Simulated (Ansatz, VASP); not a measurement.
## BeS: VASP beside Ansatz

```xyz
2
Lattice="0.0000 2.3982 2.3982 2.3982 0.0000 2.3982 2.3982 2.3982 0.0000" Properties=species:S:1:pos:R:3 pbc="T T T"
Be    0.0000    0.0000    0.0000
S     1.1991    1.1991    1.1991
```

Alike in both runs: functional LDA; k mesh 8 × 8 × 8; no spin polarisation.

Ansatz relaxed the structure, and its values are those at the end. VASP's run is a single point on that final structure, the one shown.

|  | VASP | Ansatz |
| --- | --- | --- |
| version | VASP 6.6.1 | Ansatz 0.2.0 |
| potentials or method | VASP PAW LDA potentials, release 64 (Be, S) | scalar-relativistic, plane waves, PAW |
| plane-wave cutoff (eV) | 520 | 420 |
| occupations | gaussian, width 0.01 eV | fixed |
| valence electrons in the cell | 8 | 8 |

|  | VASP | Ansatz | Ansatz less VASP |
| --- | --- | --- | --- |
| gap on the k mesh at the Fermi level (eV) | 2.83 | 2.82 | -0.007 |
| least direct gap on the mesh (eV) | 5.53 | 5.50 | -0.028 |
| pressure (GPa) | 0.0 | 0.0 | -0.03 |

A k mesh can miss the band edges.
